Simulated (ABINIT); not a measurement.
Runs of ABINIT 10.8.3 (patched build) on Br. It takes space group Cmce (No. 64, orthorhombic). The conventional cell has a = 6.726 Å, b = 4.645 Å, c = 8.702 Å, α = 90.00°, β = 90.00°, γ = 90.00°. Around Br (site symmetry m) lie 1 Br at 2.29 Å. 

| task | level | potentials or basis | k mesh | cutoff (eV) | fine-grid cutoff | gap on the mesh (eV) | pressure (GPa) | largest force (eV/Å) |
| --- | --- | --- | --- | --- | --- | --- | --- | --- |
| band structure | PBE | JTH PAW PBE v2.0 | 7 × 7 × 3 | 408 | 816.342 eV | (c) | 1.8 | 0.89 |
| band structure | PW91 | JTH PAW PBE v2.0 | 7 × 7 × 3 | 408 | 816.342 eV | 1.88 | 1.7 | 0.93 |
| band structure | SOGGA | JTH PAW PBE v2.0 | 7 × 7 × 3 | 408 | 816.342 eV | 1.85 | -0.2 | 0.65 |
| single point | LDA | JTH PAW LDA v2.0 | 4 × 4 × 2 | 408 | 816.342 eV | (a) | -1.2 | 0.71 |
| single point | PBE | JTH PAW PBE v2.0 | 6 × 6 × 2 | 408 | 816.342 eV | 1.88 | 1.8 | 0.88 |
| single point | PBEsol | JTH PAW PBE v2.0 | 4 × 4 × 2 | 408 | 816.342 eV | (b) | 0.1 | 0.74 |
| band structure | AM05 | JTH PAW PBE v2.0 | 7 × 7 × 3 | 408 | 816.342 eV | 1.87 | 0.8 | 0.61 |
| band structure | TB-mBJ | JTH PAW LDA v2.0 | 7 × 7 × 3 | 490 | 979.61 eV | 2.69 | - | - |
| single point | LDA | JTH PAW LDA v2.0 | 9 × 9 × 4 | 408 | 816.342 eV | 1.74 | -1.2 | 0.72 |
| band structure | revPBE | JTH PAW PBE v2.0 | 7 × 7 × 3 | 408 | 816.342 eV | 1.96 | 3.0 | 0.86 |
| single point | r2SCAN | JTH PAW PBE v2.0 | 4 × 4 × 2 | 490 | 979.61 eV | 2.16 | - | (d) |
| band structure | WC | JTH PAW PBE v2.0 | 7 × 7 × 3 | 408 | 816.342 eV | 1.83 | 0.2 | 0.80 |

Alike in all rows: no spin polarisation; cell as given; smearing fermi-dirac 0.05 eV.

Question: Fill in the values left out.

Answer: (a) 1.73; (b) 1.82; (c) 1.90; (d) 0.59.

Caveats: the PAW data sets were made with another functional, which shifts forces and pressure a little (some runs); the constant c of TB-mBJ comes from the pseudo density here, which moves gaps by up to 0.3 eV between sets of potentials (some runs); an odd mesh through Γ misses points on the zone boundary, where band edges often lie (some runs).

A k mesh can miss the band edges, and the runs leave out spin-orbit coupling on Br.

Not every run made on this cell is shown here.
